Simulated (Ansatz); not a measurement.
Li3N (space group P6/mmm, No. 191)

```
Li3N
1.0
    3.60715     0.00000     0.00000
   -1.80357     3.12388     0.00000
    0.00000     0.00000     3.84457
Li N
3 1
Direct
  0.00000   0.00000   0.50000
  0.33333   0.66667   0.00000
  0.66667   0.33333   0.00000
  0.00000   0.00000   0.00000
```

The values are results of PBEsol (Ansatz, a first-principles code, PAW, no spin-orbit coupling), not measurements. k-mesh 11×11×9 (Γ-centred); smearing 0.05 eV (Fermi–Dirac).

| Quantity | Value |
|---|---|
| Volume per atom | 10.83 Å³ |
| Density | 1.34 g/cm³ |
| Band gap | 1.09 eV, indirect, A → Γ |
| Electron mass | 0.31 mₑ |
| Total energy | -247.273 eV/atom (σ→0; compares only within this code and set-up) |

Effective masses come from finite differences of ±0.01 Å⁻¹. Stability against distortions was not tested.
